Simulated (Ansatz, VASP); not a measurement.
# Cross-check of GaSb between VASP and Ansatz

Wanted: the spread between two codes on one cell, functional and k mesh.

Method: plane waves, with VASP 6.6.1 beside it; single point at PBEsol, in Ansatz 0.2.0.

**1. The starting structure**

Symmetry: F-43m, No. 216, cubic system. Conventional cell: a = 6.096 Å, b = 6.096 Å, c = 6.096 Å, α = 90.00°, β = 90.00°, γ = 90.00°. Sb has 4 Ga at 2.64 Å nearest. Nearest to Ga lie 4 Sb at 2.64 Å. Farther neighbours are not listed.

**2. Ansatz: single point, PBEsol**

Ansatz runs on its default PAW (the set named soft_2) files.

With cell and atoms fixed, the geometry can't cause a difference; cores, projectors, grids and the points listed under the comparison can.

File input.yaml:

```yaml
crystal:
  lattice:
    - [0.0, 3.0478, 3.0478]
    - [3.0478, 0.0, 3.0478]
    - [3.0478, 3.0478, 0.0]
  atoms:
    - { symbol: Sb, position: [0.25, 0.25, 0.25] }
    - { symbol: Ga, position: [0.0, 0.0, 0.0] }
hamiltonian:
  xc: pbesol
  pseudopotentials: { kind: paw }
kpoints:
  mp_grid: { grid: [10, 10, 10] }
scf:
  occupations: { method: gaussian, width: 0.05 }
  n_extra_bands: 4
output:
  forces: true
  stress: true
  eigenvalues: true
```

The run is started by

```console
> ansatz run input.yaml --threads 2 --pin off --max-ram 4608MiB --backend cpu --events-out ev --progress --plain --runs-dir out
```

Numbers of over 12 decimals in the logs are rounded to 6 here.

The program printed:

```text
scf.n_extra_bands = 4 over 14 filled bands (N_el = 28.0): the run solves 18 bands
Engine: ansatz 0.2.0, aarch64-unknown-linux-gnu
Pseudopotentials: kind: paw
Pseudopotential: Sb, paw, valence charge 15, recommended cutoff 420 eV (normal), Sb.paw.azcp
Pseudopotential: Ga, paw, valence charge 13, recommended cutoff 420 eV (normal), Ga.paw.azcp
Functional definition: PBEsol
  exchange = pbesol_x
  correlation = pbesol_c
Crystal: 2 atoms, lattice volume = 56.623 Å³
Basis set: ecut = 420 eV, 1067 PW (Γ), exchange–correlation on 60×60×60 points (8 copies of the dense FFT grid, shifted against one another)
Bands: 18, of which v1, the nominal top of the filled ones, is band 14 counted from 1 (13 counted from 0)
Symmetry: 24 space group operations
Space group: F-43m (ITA 216), of the structure as read, at distance tolerance 3.8e-5 Å
k-points: 47 of 1000 (time reversal used)
Non-local potential: Sb, projectors of the file, l = 0: 2, l = 1: 2, l = 2: 2, l = 3: 2
Non-local potential: Ga, projectors of the file, l = 0: 2, l = 1: 2, l = 2: 3, l = 3: 1
PAW form: soft (Blöchl's): semilocal exchange-correlation on the pseudo side does not see the compensation charge
PAW frozen core: Sb, regenerated for the run's functional, and the local potential with it (the file was generated under x = pbe(κ = 0.804, μ = 0.219515), c = pbe(β = 0.066725))
PAW frozen core: Ga, regenerated for the run's functional, and the local potential with it (the file was generated under x = pbe(κ = 0.804, μ = 0.219515), c = pbe(β = 0.066725))
PAW one-centre angular grid: Sb, 590 points (default); XC on 64 Gauss nodes
PAW one-centre angular grid: Ga, 590 points (default); XC on 64 Gauss nodes
Initial density: superposition of atomic densities (neutral atoms: chi_scale 0, normalization atom), corrected by the library's trained network
Initial wavefunctions: pseudopotential atomic-orbital guess
Functional: x = pbesol(κ = 0.804, μ = 0.123457), c = pbesol(β = 0.046)
SCF iter   1: F=—  HF=-10151.535207 eV  |F-HF|=—  |Δ(HF+E_count)|=         —  Δρ=2.59e-3  dr2=5.01e-3  ethr=1.77e-3  ⟨swp⟩=6.1  Hψ=4283  notcnv=0
preconditioner: auto → none  [insulator: Δε(μ)=0.059 eV  Ē_g=14.551 eV  σ=0.050 eV  W_gap=0.56  n_scr=14 (ndim 8)  ℏωp=20.9 eV  f_vac=0.088  D(μ)=0.05/eV (n_scr^D=0)  ε∞_Penn≈3.1]
SCF iter   2: F=—  HF=-10151.532189 eV  |F-HF|=—  |Δ(HF+E_count)|=   3.02e-3  Δρ=1.14e-3  dr2=5.70e-4  ethr=1.79e-5  ⟨swp⟩=2.0  Hψ=1651  notcnv=0
SCF iter   3: F=—  HF=-10151.532351 eV  |F-HF|=—  |Δ(HF+E_count)|=   1.63e-4  Δρ=2.86e-4  dr2=4.07e-5  ethr=2.03e-6  ⟨swp⟩=2.0  Hψ=1474  notcnv=0
SCF iter   4: F=—  HF=-10151.532361 eV  |F-HF|=—  |Δ(HF+E_count)|=   9.75e-6  Δρ=1.83e-4  dr2=1.25e-5  ethr=1.45e-7  ⟨swp⟩=2.4  Hψ=1430  notcnv=0
SCF iter   5: F=—  HF=-10151.532358 eV  |F-HF|=—  |Δ(HF+E_count)|=   3.25e-6  Δρ=3.45e-5  dr2=5.97e-7  ethr=4.45e-8  ⟨swp⟩=2.0  Hψ=1270  notcnv=0
SCF iter   6: F=-10151.532358 eV  HF=-10151.532358 eV  |F-HF|=8.44e-10  |Δ(HF+E_count)|=   3.27e-7  Δρ=7.26e-6  dr2=2.90e-8  ethr=3.57e-10  ⟨swp⟩=6.4  Hψ=4106  notcnv=0
SCF 1 converged in 6 iterations: F = -10151.532358 eV  dr2 = 2.90e-8
  greatest PAW one-centre occupation: 0.996 electrons in one spin orbital (limit 2), on the Sb atom at site 0 (counted from 0), in its partial waves of l = 2
SCF converged after 6 iterations
Free energy (F): -10151.532358 eV
Harris-Foulkes:  -10151.532358 eV  (|F-HF|=8.44e-10)
Internal energy: -10151.532291 eV  (E = F + TS)
E sigma→0 (E₀):  -10151.532325 eV
Entropy (-TS):   -0.000067 eV (-0.034 meV/atom)
Fermi energy:    7.749705 eV
--- Per-component energies (eV) ---
  E_band       = -261.214732
  E_kinetic    = 323.831332
  E_local      = -3901.994339  (includes V_loc(G=0)·N_el)
  E_nonlocal   = 790.216702
  E_hartree    = 1793.880747
  E_xc         = -205.943912
  E_vxc        = -154.672913  (∫ρ·V_xc dr)
  E_paw        = -6449.633800  (= ΣΔE_a)
  E_vpaw       = -906.347997  (= ΣTr[D̂ρ^β])
  E_aug_tail   = -0.000108  (compensation charges beyond the density's cutoff)
  E_ewald      = -2503.083747
  E_core_change = 1.194835  (= ΣΔE_core)
  E_smearing   = -0.000067  (= −TS)
  E_closure    = -0.000000  (closes the sum)
  Σ components = -10151.532358   (vs F -10151.532358, Δ=0.00e0)
--- Forces (eV/Å), atoms counted from 1 ---
  atom   1  Sb    -0.00000000     0.00000000     0.00000000
  atom   2  Ga     0.00000000    -0.00000000     0.00000000
  max |Σ_I F_I| component: 1.85e-17 eV/Å
--- Stress (GPa, compression-positive) ---
        0.390216       0.000000       0.000000
        0.000000       0.390216       0.000000
       -0.000000       0.000000       0.390216
  P = ⅓ Tr σ = 0.3902 GPa (3.902 kbar)
--- Band table (eV; the first three rows and the last of 47) ---
  k-point 0: bands = [... 10 lower, -3.8737, 7.7073, 7.7073, 7.7073, 7.7637, 10.4743, 10.4743, 10.4743]
  k-point 1: bands = [... 10 lower, -3.7693, 6.1131, 7.5319, 7.5319, 8.6926, 10.7143, 10.7143, 10.8618]
  k-point 2: bands = [... 10 lower, -3.4653, 4.4326, 7.1726, 7.1726, 8.6362, 11.1726, 11.1726, 12.1259]
  k-point 46: bands = [... 10 lower, -1.3394, 0.9711, 4.3514, 4.5562, 10.8051, 11.0592, 13.0939, 13.0939]
```

Elapsed: 3.7 s, on 2 threads of Arm Neoverse N1, shared host; peak memory 0.34 GiB.

The run ends at a pressure of 0.39 GPa.

**3. VASP: single point, PBEsol**

The same cell, functional, mesh and smearing now go to VASP, with its own data sets and cutoff.

Lines of VASP's logs that name or quote its potential files are left out, and so is its time.

File INCAR:

```
SYSTEM = GaSb
PREC = Accurate
ENCUT = 400
EDIFF = 1E-05
NELM = 100
ISMEAR = 0
SIGMA = 0.05
LREAL = .FALSE.
ALGO = Normal
GGA = PS
NBANDS = 15
LORBIT = 11
LWAVE = .FALSE.
LCHARG = .FALSE.
KPAR = 4
```

File POSCAR:

```
GaSb
1.0
    0.0000000000      3.0478000000      3.0478000000
    3.0478000000      0.0000000000      3.0478000000
    3.0478000000      3.0478000000      0.0000000000
Sb Ga
1 1
Direct
    0.2500000000      0.2500000000      0.2500000000
    0.0000000000      0.0000000000      0.0000000000
```

File KPOINTS:

```
Automatic mesh
0
Gamma
10 10 10
0 0 0
```

PAW data sets: Sb and Ga_d (PBE family, release 64).

The run is started by

```console
> mpirun -np 4 vasp_std
```

The program printed:

```text
[banner, memory and clock lines left out]
running    4 mpi-ranks, on    1 nodes
 distrk:  each k-point on    1 cores,    4 groups
 distr:  one band on    1 cores,    1 groups

 POSCAR found type information on POSCAR SbGa
 POSCAR found :  2 types and       2 ions
|                                                                             |
|               ----> ADVICE to this user running VASP <----                  |
|                                                                             |
|     You enforced a specific xc type in the INCAR file but a different       |
|     [... a line on the potential file left out ...]
|     I HOPE YOU KNOW WHAT YOU ARE DOING!                                     |
|                                                                             |

 LDA part: xc-table for (Slater+PW92), standard interpolation
 POSCAR, INCAR and KPOINTS ok, starting setup
 FFT: planning ... GRIDC
 FFT: planning ... GRID_SOFT
 FFT: planning ... GRID
 WAVECAR not read
 entering main loop
       N       E                     dE             d eps       ncg     rms          rms(c)
DAV:   1     0.719730996595E+02    0.71973E+02   -0.76089E+03  1418   0.127E+03
DAV:   2    -0.291498133583E+01   -0.74888E+02   -0.72144E+02  1613   0.264E+02
DAV:   3    -0.816143484416E+01   -0.52465E+01   -0.52366E+01  1732   0.612E+01
DAV:   4    -0.825118793212E+01   -0.89753E-01   -0.89735E-01  1720   0.930E+00
DAV:   5    -0.825349023158E+01   -0.23023E-02   -0.23023E-02  1842   0.127E+00    0.318E+00
DAV:   6    -0.817735533662E+01    0.76135E-01   -0.88091E-02  1832   0.522E+00    0.187E+00
DAV:   7    -0.815076750346E+01    0.26588E-01   -0.45561E-02  1767   0.200E+00    0.368E-01
DAV:   8    -0.815080161080E+01   -0.34107E-04   -0.49481E-03  1779   0.883E-01    0.103E-01
DAV:   9    -0.815108368029E+01   -0.28207E-03   -0.46441E-04  1627   0.177E-01    0.393E-02
DAV:  10    -0.815107571717E+01    0.79631E-05   -0.19171E-05  1666   0.402E-02
   1 F= -.81510757E+01 E0= -.81510462E+01  d E =-.590616E-04
```

OUTCAR, selected parts (step 3):

```text
ion  position               nearest neighbor table
   1  0.250  0.250  0.250-   2 2.64   2 2.64   2 2.64   2 2.64
   2  0.000  0.000  0.000-   1 2.64   1 2.64   1 2.64   1 2.64

  LATTYP: Found a face centered cubic cell.
 ALAT       =     6.0956000000

 Subroutine GETGRP returns: Found 24 space group operations
 (whereof 24 operations were pure point group operations)

The static configuration has the point symmetry T_d .

 Found     47 irreducible k-points:

   k-points           NKPTS =     47   k-points in BZ     NKDIM =     47   number of bands    NBANDS=     15

   dimension x,y,z NGX =    28 NGY =   28 NGZ =   28
   dimension x,y,z NGXF=    56 NGYF=   56 NGZF=   56

   ENCUT  =  400.0 eV  29.40 Ry    5.42 a.u.   7.03  7.03  7.03*2*pi/ulx,y,z

   NELECT =      18.0000    total number of electrons

 k-points in reciprocal lattice and weights: Automatic mesh
   0.00000000  0.00000000  0.00000000       0.001
   0.10000000  0.00000000  0.00000000       0.008
   0.20000000  0.00000000  0.00000000       0.008
   0.30000000  0.00000000  0.00000000       0.008
   0.40000000  0.00000000  0.00000000       0.008
   0.50000000  0.00000000  0.00000000       0.004
   0.10000000  0.10000000  0.00000000       0.006
   0.20000000  0.10000000  0.00000000       0.024
   0.30000000  0.10000000  0.00000000       0.024
[...]
-0.30000000  0.40000000  0.20000000       0.024
  -0.30000000  0.50000000  0.20000000       0.012

 average (electrostatic) potential at core
       1 -87.3938       2 -65.4526

 E-fermi :   4.8883

 k-point     1 :       0.0000    0.0000    0.0000
  band No.  band energies     occupation
    ...
      6      -6.7400      2.00000
      7       4.8415      1.81400
      8       4.8415      1.81397
      9       4.8415      1.81397
     10       4.9090      0.55807
     11       7.5961      0.00000
     12       7.5961      0.00000
     13       7.5961      0.00000
     14      10.4748      0.00000
     15      13.4646      0.00000

 k-point     2 :       0.1000    0.0000    0.0000
  band No.  band energies     occupation
    ...
      5     -10.1254      2.00000
      6      -6.6355      2.00000
      7       3.2483      2.00000
      8       4.6651      2.00000
      9       4.6651      2.00000
     10       5.8304      0.00000
     11       7.8365      0.00000
     12       7.8365      0.00000
     13       7.9877      0.00000
     14      11.0682      0.00000
    ...

 k-point     3 :       0.2000    0.0000    0.0000
  band No.  band energies     occupation
    ...
      5     -10.1257      2.00000
      6      -6.3312      2.00000
      7       1.5628      2.00000
      8       4.3041      2.00000
      9       4.3041      2.00000
     10       5.7691      0.00000
     11       8.2945      0.00000
     12       8.2945      0.00000
     13       9.2558      0.00000
     14      11.9314      0.00000
    ...

  Total        0.1587083      0.1587083      0.1587083      0.0000000      0.0000000      0.0000000
  in kB        4.4907709      4.4907709      4.4907709      0.0000000      0.0000000      0.0000000
  external PRESSURE =       4.4907709 kB  Pullay stress =       0.0000000 kB

  energy-cutoff  :      400.00
  volume of cell :       56.62
      direct lattice vectors                 reciprocal lattice vectors
     0.000000000  3.047800000  3.047800000    -0.164052759  0.164052759  0.164052759
     3.047800000  0.000000000  3.047800000     0.164052759 -0.164052759  0.164052759
     3.047800000  3.047800000  0.000000000     0.164052759  0.164052759 -0.164052759

 POSITION                                       TOTAL-FORCE (eV/Angst)
 -----------------------------------------------------------------------------------
      1.52390      1.52390      1.52390        -0.000000     -0.000000     -0.000000
      0.00000      0.00000      0.00000         0.000000      0.000000      0.000000
 -----------------------------------------------------------------------------------
    total drift:                                0.000001      0.000001      0.000001

  FREE ENERGIE OF THE ION-ELECTRON SYSTEM (eV)
  ---------------------------------------------------
  free  energy   TOTEN  =        -8.1510757172 eV

  energy  without entropy=       -8.1510166555  energy(sigma->0) =       -8.15104619

 total charge
# of ion       s       p       d       tot
------------------------------------------
    1        1.130   1.343   0.028   2.501
    2        0.910   0.776   9.964  11.649
--------------------------------------------------
tot          2.040   2.118   9.992  14.150

[... 3 further parts left out ...]
```

The run ends at a pressure of 0.45 GPa.

**4. Side by side**

Known differences besides the potentials themselves: the data sets hold 28 valence electrons in Ansatz (default PAW (the set named soft_2) files) and 18 in VASP; the cutoff is 420 eV in Ansatz and 400 eV in VASP; Ansatz makes its cores anew for this functional, VASP keeps those of its PBE data sets; VASP leaves aspherical gradient terms in its spheres out (LASPH is not set), Ansatz keeps them. Total energies have different zeros and are not compared.

Compared:

| quantity | Ansatz | VASP | difference |
| --- | --- | --- | --- |
| pressure (GPa) | 0.39 | 0.45 | -0.06 |

Ansatz's pressure holds a Pulay correction of 0.03 GPa; VASP's holds none.

**5. Results**

| Property | Result |
| --- | --- |
| difference in pressure (single point, PBEsol) | -0.059 GPa |

In words: The difference in pressure is -0.059 GPa (single point, PBEsol), within the 1 GPa picked in this series as the mark of a large difference. How closely two codes agree says nothing of how well the functional describes the real material.

[Lines on the potential files, build, host, timing and source positions are cut from VASP's logs without a mark.]

[Logs are printed without paths, hosts, clocks, repeated set-up lines and the standing remarks that a program may print on its own settings, such as how far it seeks lower states.]

[Hosts, paths, dates, database ids (printed as entryN), source tags and the programs' standing remarks are cut or masked in the printed files.]
